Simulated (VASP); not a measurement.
# GaP (F-43m) in VASP: notebook, part 3 of 3

VASP 6.6.1. Earlier steps stand in the parts before.

### Step 6. Relaxation of the atoms, PBE (a relaxed cell with its volume scaled by 1.04)

Contents of INCAR:

```
  ALGO = Fast
  EDIFF = 1E-7
  EDIFFG = -0.01
  ENCUT = 600
  GGA = PE
  IBRION = 2
  ISIF = 2
  ISMEAR = 0
  LASPH = True
  LCHARG = False
  LREAL = False
  LWAVE = False
  NELM = 80
  NSW = 40
  PREC = Accurate
  SIGMA = 0.03
```

Contents of KPOINTS:

```
k-points
0
Gamma
  8 8 8
```

Contents of POSCAR:

```
GaP                                     
1.0
    0.0000000000      2.7890501618      2.7890501618
    2.7890501618      0.0000000000      2.7890501618
    2.7890501618      2.7890501618      0.0000000000
  Ga              P             
     1     1
Direct
     0.0000000000000000    0.0000000000000000    0.0000000000000000
     0.2500000000000000    0.2500000000000000    0.2500000000000000
```

Potentials or basis: VASP PAW PBE potentials, release 64 (Ga_d, P).

Launch:

```bash
> cat potpaw_PBE.64/Ga_d/POTCAR potpaw_PBE.64/P/POTCAR > POTCAR
> mpirun -np 1 vasp_std > vasp.out
```

OUTCAR:

```text
EDIFF = 1E-7
   EDIFFG = -0.01
   ENCUT = 600
   GGA = PE
   IBRION = 2
   ISIF = 2
   ISMEAR = 0
   LASPH = True
   LREAL = False
   NELM = 80
   NSW = 40
   PREC = Accurate

 ion  position               nearest neighbor table
   1  0.000  0.000  0.000-   2 2.42   2 2.42   2 2.42   2 2.42
   2  0.250  0.250  0.250-   1 2.42   1 2.42   1 2.42   1 2.42

  LATTYP: Found a face centered cubic cell.
 ALAT       =     5.5781003236

  Lattice vectors:

 A1 = (   0.0000000000,   2.7890501618,   2.7890501618)
 A2 = (   2.7890501618,   0.0000000000,   2.7890501618)
 A3 = (   2.7890501618,   2.7890501618,   0.0000000000)

Analysis of symmetry for initial positions (statically):
=====================================================================
 Subroutine PRICEL returns:
 Original cell was already a primitive cell.

 Routine SETGRP: Setting up the symmetry group for a
 face centered cubic supercell.

 Subroutine GETGRP returns: Found 24 space group operations
 (whereof 24 operations were pure point group operations)
 out of a pool of 48 trial point group operations.

The static configuration has the point symmetry T_d .

Analysis of symmetry for dynamics (positions and initial velocities):
=====================================================================
[... 174 lines left out ...]
      5     -10.4020      2.00000
      6      -8.0214      2.00000
      7       3.9700      2.00000
      8       3.9700      2.00000
      9       3.9700      2.00000
     10       5.2304      0.00000
     11       7.8690      0.00000
     12       7.8690      0.00000
     13       7.8690      0.00000
[... 354 lines left out ...]
  band No.  band energies     occupation
      1     -10.5494      2.00000
      2     -10.4575      2.00000
      3     -10.4481      2.00000
      4     -10.4056      2.00000
      5     -10.3962      2.00000
      6      -5.8076      2.00000
      7      -2.1271      2.00000
      8       1.0232      2.00000
      9       2.2160      2.00000
     10       7.2153      0.00000
     11       8.3053      0.00000
     12      10.2293      0.00000
     13      11.6817      0.00000

 [... further k-points ...]
[... 5 lines left out ...]
  --------------------------------------------------------------------------------------
  -------------------------------------------------------------------------------------
  Total       -0.7429133     -0.7429133     -0.7429133      0.0000000      0.0000000      0.0000000
  in kB      -27.4315131    -27.4315131    -27.4315131      0.0000000      0.0000000      0.0000000
  external PRESSURE =     -27.4315131 kB  Pullay stress =       0.0000000 kB

 VOLUME and BASIS-vectors are now :
 -----------------------------------------------------------------------------
  energy-cutoff  :      600.00
  volume of cell :       43.39
      direct lattice vectors                 reciprocal lattice vectors
     0.000000000  2.789050162  2.789050162    -0.179272502  0.179272502  0.179272502
     2.789050162  0.000000000  2.789050162     0.179272502 -0.179272502  0.179272502
     2.789050162  2.789050162  0.000000000     0.179272502  0.179272502 -0.179272502

 POSITION                                       TOTAL-FORCE (eV/Angst)
 -----------------------------------------------------------------------------------
      0.00000      0.00000      0.00000        -0.000000     -0.000000     -0.000000
      1.39453      1.39453      1.39453         0.000000      0.000000      0.000000
 -----------------------------------------------------------------------------------
    total drift:                                0.000002      0.000002      0.000002

  FREE ENERGIE OF THE ION-ELECTRON SYSTEM (eV)
  ---------------------------------------------------
  free  energy   TOTEN  =        -9.1108310270 eV

  energy  without entropy=       -9.1108310270  energy(sigma->0) =       -9.11083103

 reached required accuracy - stopping structural energy minimisation
```

CONTCAR:

```text
GaP
   1.00000000000000
     0.0000000000000000    2.7890501618000001    2.7890501618000001
     2.7890501618000001    0.0000000000000000    2.7890501618000001
     2.7890501618000001    2.7890501618000001    0.0000000000000000
  Ga              P
     1     1
Direct
     0.0000000000000000    0.0000000000000000    0.0000000000000000
     0.2500000000000000    0.2500000000000000    0.2500000000000000

  0.00000000E+00  0.00000000E+00  0.00000000E+00
  0.00000000E+00  0.00000000E+00  0.00000000E+00
```

Run time: 13 s. Hardware: 1 thread of AMD EPYC 9R45 (Zen 5), shared host; peak memory 0.15 GiB.

What came out:

```yaml
Free_energy: -9.1108 eV
Pressure_after_relaxing: -2.7 GPa
Band_gap_on_the_k_mesh: 1.26 eV, direct
```

Final structure:
```yaml
crystal:
  lattice:
    - [0.00000, 2.78905, 2.78905]
    - [2.78905, 0.00000, 2.78905]
    - [2.78905, 2.78905, 0.00000]
  atoms:
    - { symbol: Ga, position: [0.00000, 0.00000, 0.00000] }
    - { symbol: P, position: [0.25000, 0.25000, 0.25000] }
```

Levels at points of the mesh, in eV from the valence-band top:
```tsv
k point	band 5	band 6	band 7	band 8	band 9	band 10	band 11	band 12	band 13
(0.00, 0.00, 0.00)	-14.37	-11.99	0.00	0.00	0.00	1.26	3.90	3.90	3.90
(0.50, 0.00, 0.00)	-14.37	-10.14	-6.25	-1.02	-1.02	1.46	4.73	4.73	8.14
(0.50, 0.50, 0.00)	-14.35	-9.34	-6.44	-2.45	-2.45	1.79	1.87	10.08	10.46
```

Caveat: the relaxation stopped at its first step, so nothing moved. A k mesh can miss the band edges.

### Step 7. Overview

| cell | gap on the mesh (eV) | pressure (GPa) |
| --- | --- | --- |
| atoms relaxed from: a relaxed cell with its volume scaled by 0.96 | 1.62 | 3.4 |
| atoms relaxed from: a relaxed cell with its volume scaled by 0.98 | 1.64 | 1.6 |
| atoms relaxed | 1.58 | 0.0 |
| atoms relaxed from: a relaxed cell with its volume scaled by 1.02 | 1.42 | -1.4 |
| atoms relaxed from: a relaxed cell with its volume scaled by 1.04 | 1.26 | -2.7 |

Alike in all rows: task relaxation of the atoms; level PBE; potentials or basis VASP PAW PBE potentials, release 64 (Ga_d, P); no spin polarisation; k mesh 8 × 8 × 8; cutoff (eV) 600; smearing gaussian 0.03 eV.

Caveats: the relaxation stopped at its first step, so nothing moved.

Total energies depend on the potentials used, so only differences within one code and one set of settings carry meaning.

### Step 8. How close it comes

Step 4. Measured gap of GaP: 2.34 eV (indirect; 10 K; quoted in “Stacking defects in GaP nanowires: Electronic structure and optical properties”, 2018, arxiv:1810.01194). This calculation gives 1.58 eV (-0.76 eV). Spin-orbit coupling on Ga is left out. The value is that of PBE on a finite k mesh, which can miss the band edges, without temperature or zero-point motion. Semilocal functionals fall short of measured gaps as a rule.
